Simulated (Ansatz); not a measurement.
Cd: distorted cells

These are results of DFT PBE, scalar-relativistic, plane waves, PAW (Ansatz), not measurements.

Cutoff 420 eV; k points 16×16×16 on the computed 1-atom cell (Γ-centred); Gaussian smearing, width 0.10 eV; no spin polarisation.

Reference cell:

```
Cd
1.0
     0.00000    2.21815    2.21815
     2.21815    0.00000    2.21815
     2.21815    2.21815    0.00000
Cd
1
Direct
  0.00000 0.00000 0.00000
```

Each variant moves atoms of this cell by the vectors given, if any (Å), and then applies a symmetric strain (tensor components, Cartesian axes). The reference cell isn't relaxed at this level. Energies are per atom at zero smearing, counted from the reference cell. Pressure is positive in compression.

1. strain (xx yy zz yz xz xy, %) 3.04 3.04 3.04 0.00 0.00 0.00
2. strain (xx yy zz yz xz xy, %) 2.54 2.54 2.54 0.00 0.00 0.00
3. strain (xx yy zz yz xz xy, %) 0.08 0.08 0.08 0.00 0.00 0.00
4. strain (xx yy zz yz xz xy, %) 1.57 1.57 1.57 0.00 0.00 0.00
5. strain (xx yy zz yz xz xy, %) -1.27 -1.27 -1.27 0.00 0.00 0.00
6. strain (xx yy zz yz xz xy, %) 2.08 2.08 2.08 0.00 0.00 0.00
7. strain (xx yy zz yz xz xy, %) 3.98 3.98 3.98 0.00 0.00 0.00
8. strain (xx yy zz yz xz xy, %) -2.74 -2.74 -2.74 0.00 0.00 0.00
9. strain (xx yy zz yz xz xy, %) -1.58 -1.58 -1.58 0.00 0.00 0.00
10. strain (xx yy zz yz xz xy, %) -3.47 -3.47 -3.47 0.00 0.00 0.00
11. strain (xx yy zz yz xz xy, %) 3.72 3.72 3.72 0.00 0.00 0.00

The reference cell has pressure 2.29 GPa, largest force 0.000 eV/Å and gap none (metal).

Problem. Order the variants by energy, lowest first.

Solution. 4 (-7.4 meV/atom), 6 (-6.9 meV/atom), 2 (-5.3 meV/atom), 1 (-2.5 meV/atom), 3 (-0.7 meV/atom), 11 (3.1 meV/atom), 7 (5.7 meV/atom), 5 (17.4 meV/atom), 9 (23.5 meV/atom), 8 (52.9 meV/atom), 10 (77.4 meV/atom). Neighbours within 1 meV/atom are level.

Problem. Order them by pressure, highest first.

Solution. 10 (9.77 GPa), 8 (7.84 GPa), 9 (5.20 GPa), 5 (4.56 GPa), 3 (2.17 GPa), 4 (0.06 GPa), 6 (-0.54 GPa), 2 (-1.05 GPa), 1 (-1.54 GPa), 11 (-2.15 GPa), 7 (-2.36 GPa).

This fcc form isn't the element's structure at ambient conditions.